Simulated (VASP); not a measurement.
Input of a VASP 6.6.1 run:

Contents of INCAR:

```
PREC = Accurate ; ENCUT = 520
EDIFF = 1E-6 ; ISMEAR = -1
SIGMA = 0.05 ; LREAL = False
LASPH = True ; NELM = 100
ALGO = Normal ; ISIF = 2
LWAVE = False ; LCHARG = False
GGA = CA ; NBANDS = 26
```

KPOINTS

```
regular mesh
0
Gamma
  7 7 4
```

File POSCAR:

```
CdSe
1.0
    4.2711400700      0.0000000000      0.0000000000
   -2.1355700350      3.6989158038      0.0000000000
    0.0000000000      0.0000000000      6.9728844864
Cd Se
2 2
Direct
    0.6666666667      0.3333333333      0.5000000000
    0.3333333333      0.6666666667      0.0000000000
    0.6666666667      0.3333333333      0.8850000000
    0.3333333333      0.6666666667      0.3850000000
```

Potentials or basis: VASP PAW LDA potentials, release 64 (Cd, Se).

Run with:

```sh
$ cat potpaw_LDA.64/Cd/POTCAR potpaw_LDA.64/Se/POTCAR > POTCAR
$ mpirun -np 1 vasp_std > vasp.out
```

Predict the band gap on the k mesh.

0.50 eV, direct.

Estimate the pressure.

-0.3 GPa.

Stress tensor (GPa, compression positive):
```
 0.35  0.00  0.00
 0.00  0.35  0.00
 0.00  0.00 -1.60
```

**The experiment to reproduce.**

A printed reference work, data compilation reports, for a bulk crystal of CdSe at 2 K: band gap 1.841 eV.

Measured gap of CdSe: 1.841 eV (2 K; a printed reference work, data compilation). This calculation gives 0.50 eV (-1.34 eV). So large a miss can be the level of theory's own, or it may mean another phase, state or a wrong row. Spin-orbit coupling on Cd, Se is left out. The value is that of LDA, without temperature or zero-point motion. Semilocal functionals fall short of measured gaps as a rule.
